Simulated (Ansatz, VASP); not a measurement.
Au: VASP beside Ansatz

INCAR

```
  PREC = Accurate
  ENCUT = 520
  EDIFF = 1E-6
  ISMEAR = -1
  SIGMA = 0.06
  LREAL = F
  LASPH = T
  NELM = 60
  ALGO = Normal
  ISIF = 2
  LWAVE = F
  LCHARG = F
  GGA = CA
  NBANDS = 12
```

File KPOINTS:

```
regular mesh
0
Gamma
  12 12 12
```

File POSCAR:

```
Au
1.0
    0.0000000000      1.9938070000      1.9938070000
    1.9938070000      0.0000000000      1.9938070000
    1.9938070000      1.9938070000      0.0000000000
Au
1
Direct
    0.0000000000      0.0000000000      0.0000000000
```

Input for Ansatz:

```yaml
crystal:
  atoms:
  - position: [0.0, 0.0, 0.0]
    symbol: Au
  lattice:
  - [0.0, 1.993807, 1.993807]
  - [1.993807, 0.0, 1.993807]
  - [1.993807, 1.993807, 0.0]
hamiltonian:
  dispersion: none
  pseudopotentials:
    dirac_shells:
      Au: [2p, 3d, 3p, 4d, 4p]
    kind: all_electron
    lapw: {}
    relativity: scalar
  xc: lda
kpoints:
  mp_grid:
    grid: [12, 12, 12]
    shift: [0, 0, 0]
magnetization: {spin_polarized: false}
output: {forces: true, stress: true}
scf:
  occupations: {method: fermi_dirac, width: 0.06}
```

Alike in both runs: task single point; functional LDA; k mesh 12 × 12 × 12; occupations fermi-dirac, width 0.06 eV; no spin polarisation.

|  | VASP | Ansatz |
| --- | --- | --- |
| version | VASP 6.6.1 | Ansatz 0.2 development build |
| potentials or method | VASP PAW LDA potentials, release 64 (Au) | all-electron full-potential LAPW, scalar-relativistic |
| plane-wave cutoff (eV) | 520 | see its input |

```csv
,VASP,Ansatz,Ansatz less VASP
pressure (GPa),10.5,10.1,-0.46
```

Ansatz ran all-electron here, so the differences hold the error of VASP's frozen core and of both bases.

The runs have no spin-orbit coupling, so splittings on Au are missing.
